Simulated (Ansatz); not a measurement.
**TiTe2: how well frozen cores do**

The same cell of TiTe2 is computed with all-electron LAPW, frozen-core PAW and all-electron PAW on datasets made for the crystal, to set the results side by side. The cell is first relaxed from a guess with PAW; it needn't be the stable phase of this composition.

Computed with Ansatz 0.2.0 (DFT PBE, scalar-relativistic, unless a step's input says otherwise).

## Step 1: The system as given

The structure is cubic, space group Fm-3m (No. 225). Conventional cell: a = 6.434 Å, b = 6.434 Å, c = 6.434 Å, α = 90.00°, β = 90.00°, γ = 90.00°. Ti (site symmetry m-3m) has 8 Te at 2.79 Å as nearest neighbours. Te (site symmetry -43m) has 4 Ti at 2.79 Å as nearest neighbours.

Structure file:

```
CELL_PARAMETERS angstrom
0.00000 3.21710 3.21710
3.21710 0.00000 3.21710
3.21710 3.21710 0.00000
ATOMIC_POSITIONS crystal
Ti 0.00000 0.00000 0.00000
Te 0.25000 0.25000 0.25000
Te 0.75000 0.75000 0.75000
```

Atoms are numbered in the order of the input: Ti1, Te2, Te3.

## Step 2: Cell and atoms relaxed first

Input file input.yaml:

```yaml
crystal:
  lattice:
    - [0.0, 3.2171018403, 3.2171018403]
    - [3.2171018403, 0.0, 3.2171018403]
    - [3.2171018403, 3.2171018403, 0.0]
  atoms:
    - { symbol: Ti, position: [0.0, 0.0, 0.0] }
    - { symbol: Te, position: [0.25, 0.25, 0.25] }
    - { symbol: Te, position: [0.75, 0.75, 0.75] }
kpoints:
  mp_grid: { grid: [10, 10, 10] }
scf:
  occupations: { method: fermi_dirac, width: 0.03 }
hamiltonian:
  xc: pbe
  pseudopotentials: { kind: paw }
output:
  forces: true
  stress: true
relax:
  f_tol: 0.005
  max_steps: 80
  cell: {}
```

Launch:

```
$ ansatz run input.yaml --threads 1 --pin off --max-ram 3072MiB --backend cpu --events-out ev --progress --plain --runs-dir out
```

After this run come: All-electron LAPW; Frozen-core PAW; All-electron PAW on datasets made for the crystal.

Before running it: what results should come out? Wanted: pressure; gap; Bader charges; highest ELF.

**Answer**, as computed:

```
           quantity                                           value
           pressure  LAPW 0.01, PAW 0.00, crystal datasets 0.01 GPa
         gap (LAPW)                                            none
Bader charges (PAW)                          Ti1 +1.33, Te2 -0.66 e
  highest ELF (PAW)                            0.74, 1.32 Å from Te
```

In words: The pressure is within half a GPa of zero, so the volume is close to equilibrium at this level. Bands reach the Fermi level, so no gap opens at this level of theory, which can close a small real gap. Spin-orbit coupling is left out of this run, though the cell holds Te; it can open or close small gaps. Within 0.3 eV of the Fermi level the largest projected share is Ti 3d (88 %). The projection holds only the free atom's occupied shells (Ti 4s, Ti 3d, Te 5s, Te 5p in this range). In pressure, PAW differs from LAPW by less than 0.01 GPa. The price, with the outputs that each input asks for: 43 s for LAPW against 27 s for PAW, about 1.6 to one.
